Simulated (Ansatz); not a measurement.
**Ta (Im-3m), clamped-ion strain scan**

Method: DFT PBE, scalar-relativistic, plane waves, PAW (Ansatz 0.2.0). Settings: plane waves to 420 eV, k-mesh 20×20×20 (Γ-centred), Gaussian smearing 0.15 eV. Spin–orbit coupling is left out, which can shift energies with elements as heavy as these. No spin polarisation. Energies are free energies at this smearing, counted from the undisturbed cell; pressure is positive in compression.

Zero of the scan (as given, not relaxed at this level; it stands at 3.1 GPa):

```yaml
crystal:
  lattice:
    - [-1.65128, 1.65128, 1.65128]
    - [1.65128, -1.65128, 1.65128]
    - [1.65128, 1.65128, -1.65128]
  atoms:
    - { symbol: Ta, position: [0.00000, 0.00000, 0.00000] }
```

The cell is strained by ε times the Voigt pattern (1, 1, 0, 0, 0, 0) (xx, yy, zz, yz, xz, xy; engineering shear) with fractional coordinates fixed. The cell is metallic on the mesh throughout.

| ε | ΔE (meV/atom) | stress summed along the pattern (GPa, tension positive) | pressure (GPa) |
| --- | --- | --- | --- |
| -0.0600 | 252.7 | -77.59 | 35.6 |
| -0.0450 | 146.1 | -56.28 | 25.9 |
| -0.0300 | ? | -37.50 | ? |
| -0.0150 | 22.5 | -20.96 | 9.8 |
| 0.0000 | 0.0 | -6.27 | 3.1 |
| 0.0150 | 0.5 | ? | ? |
| 0.0300 | 21.4 | 17.38 | -7.8 |
| 0.0450 | 60.1 | 26.60 | -12.2 |
| 0.0525 | 85.4 | 30.67 | -14.1 |
| 0.0600 | 114.4 | ? | ? |

Problem. Give the withheld values.

Solution. ΔE (meV/atom) at ε = -0.0300: 70.4; pressure (GPa) at ε = -0.0300: 17.4; stress summed along the pattern (GPa, tension positive) at ε = 0.0150: 6.51; pressure (GPa) at ε = 0.0150: -2.7; stress summed along the pattern (GPa, tension positive) at ε = 0.0600: 34.45; pressure (GPa) at ε = 0.0600: -16.0.